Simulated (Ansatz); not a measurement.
Crystal: TiSi2.

```
Ti Si
1.0
    -1.47287    1.71213    4.21208
     1.47287   -1.71213    4.21208
     1.47287    1.71213   -4.21208
Ti Si
1 2
Direct
  0.00000 0.00000 0.00000
  0.67008 0.67008 0.00000
  0.32992 0.32992 0.00000
```

The cell comes from a database or a generator and needn't be the stable form of this composition.

```yaml
Program: Ansatz 0.2.0
Task: relaxation of cell and atoms
Functional: RPBE
Potentials_or_basis: Ansatz PAW
Cutoff: "420 eV (not typed: the program's choice for these potentials)"
k_mesh: 12 × 12 × 12
Occupations: fermi-dirac, width 0.05 eV
Spin: no spin polarisation
```

At the start: volume 14.16 Å³/atom.

Question: Where does the relaxation end?

Answer: It ends after 5 steps and the volume is 14.45 Å³/atom (+2.1 %); space group Immm (No. 71, to 0.05 Å).

Step by step:
```tsv
step	energy change (eV)	largest force (eV/Å)	volume (Å³)
1	0.0000	0.0228	42.49
2	-0.0075	0.0245	43.42
3	-0.0076	0.0113	43.36
4	-0.0077	0.0010	43.36
5	-0.0078	0.0009	43.36
```

Final structure:
```
Ti Si
1.0
    -1.48945    1.72124    4.22839
     1.48945   -1.72124    4.22839
     1.48945    1.72124   -4.22839
Ti Si
1 2
Direct
  0.00000 0.00000 0.00000
  0.67010 0.67010 0.00000
  0.32990 0.32990 0.00000
```

Caveat: the plane-wave basis is chosen anew once the cell has moved, so the energies of steps on either side of that aren't comparable; the PAW data sets come from PBE, with cores solved anew for the run's functional, which leaves a small shift of forces and pressure.
